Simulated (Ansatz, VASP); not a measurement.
Given: the input of a run of VASP 6.6.1 on PbS (Galena).

The input INCAR:

```
  PREC = Accurate
  ENCUT = 520
  EDIFF = 1E-8
  ISMEAR = -1
  SIGMA = 0.05
  LREAL = F
  LASPH = T
  NELM = 60
  ALGO = Normal
  ISIF = 2
  LWAVE = F
  LCHARG = F
  GGA = PS
  LEPSILON = T
  IBRION = 8
```

File KPOINTS:

```
regular mesh
0
Gamma
  8 8 8
```

POSCAR

```
PbS
1.0
    0.0000000000      2.9657500000      2.9657500000
    2.9657500000      0.0000000000      2.9657500000
    2.9657500000      2.9657500000      0.0000000000
Pb S
1 1
Direct
    0.0000000000      0.0000000000      0.0000000000
    0.5000000000      0.5000000000      0.5000000000
```

Potentials or basis: VASP PAW PBE potentials, release 64 (Pb_d, S).

Run with:

```bash
$ cat potpaw_PBE.64/Pb_d/POTCAR potpaw_PBE.64/S/POTCAR > POTCAR
$ mpirun -np 1 vasp_std > vasp.out
```

Problem. Set up the same calculation for Ansatz 0.2.0. Potentials there: Ansatz PAW.

Solution. As run (the cutoff follows the program's own potentials):

The input input.yaml:

```yaml
crystal:
  lattice:
    - [0.0, 2.96575, 2.96575]
    - [2.96575, 0.0, 2.96575]
    - [2.96575, 2.96575, 0.0]
  atoms:
    - { symbol: Pb, position: [0.0, 0.0, 0.0] }
    - { symbol: S, position: [0.5, 0.5, 0.5] }
hamiltonian:
  xc: pbesol
  pseudopotentials: { kind: paw }
kpoints:
  mp_grid: { grid: [8, 8, 8] }
scf:
  occupations: { method: fixed }
output:
  eigenvalues: true
dielectric:
  method: response
```

Potentials or basis: Ansatz PAW.

The run is started by

```sh
$ ansatz run input.yaml --threads 2 --pin off --max-ram 5632MiB --backend cpu --events-out ev --progress --plain --runs-dir out
```

Both were run:

|  | VASP | Ansatz | Ansatz less VASP |
| --- | --- | --- | --- |
| gap on the k mesh at the Fermi level (eV) | 0.26 | 0.25 | -0.007 |
| least direct gap on the mesh (eV) | 0.26 | 0.25 | -0.007 |
| mean electronic dielectric constant | 33.67 | 19.00 | -14.678 |
| mean Born charge of the atom that differs most (e) | 3.51 | 4.43 | +0.917 |

One of these differences is far larger than is usual between the two programs; its cause wasn't traced.

Caveats: the gap is small at this level, which inflates the dielectric constant; spin-orbit coupling is left out, which as a rule narrows the gap of such compounds by several tenths of an eV. A k mesh can miss the band edges.
